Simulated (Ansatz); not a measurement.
Space group R3m:H (No. 160). a = 3.153 Å, b = 3.153 Å, c = 17.989 Å, α = 90.00°, β = 90.00°, γ = 120.00°
| atom | site | symmetry | x | y | z |
| --- | --- | --- | --- | --- | --- |
| Mo | 3a | 3m | 0.6667 | 0.3333 | 0.3333 |
| S | 3a | 3m | 0.6667 | 0.3333 | 0.0868 |
| S | 3a | 3m | 0.3333 | 0.6667 | 0.2463 |

Equation of state of this MoS₂ structure (not necessarily the ground state), with shape and atoms relaxed at each volume where symmetry leaves them free. Level of theory: Ansatz, DFT PBE+D3(BJ), scalar-relativistic, plane waves, PAW.

Cutoff 420 eV; k points 12×12×12 on the computed 3-atom cell (Γ-centred); Gaussian smearing, width 0.02 eV; no spin polarisation.

| V (Å³/atom) | E − E(largest V) (meV/atom) | P (GPa) | gap on mesh (eV) |
| --- | --- | --- | --- |
| 15.144 | 41.46 | 10.84 | 0.27 |
| 15.661 | 13.03 | 6.99 | 0.41 |
| 16.177 | -4.36 | 3.97 | 0.54 |
| 16.693 | -13.23 | 1.67 | 0.67 |
| 17.209 | -15.78 | 0.00 | 0.79 |
| 17.726 | -13.85 | -1.16 | 0.91 |
| 18.242 | -8.98 | -1.85 | 1.03 |
| 18.930 | 0.00 | -2.29 | 1.18 |

Task: Fit a third-order Birch–Murnaghan equation to E(V).

Result: V0 = 17.22 Å³/atom, B0 = 45 GPa, B0' = 11.1. B0' is unusual or poorly fixed by this range.

Cost: 8 runs of about 12 core-minutes in all, on Arm Neoverse V2 (shared hosts).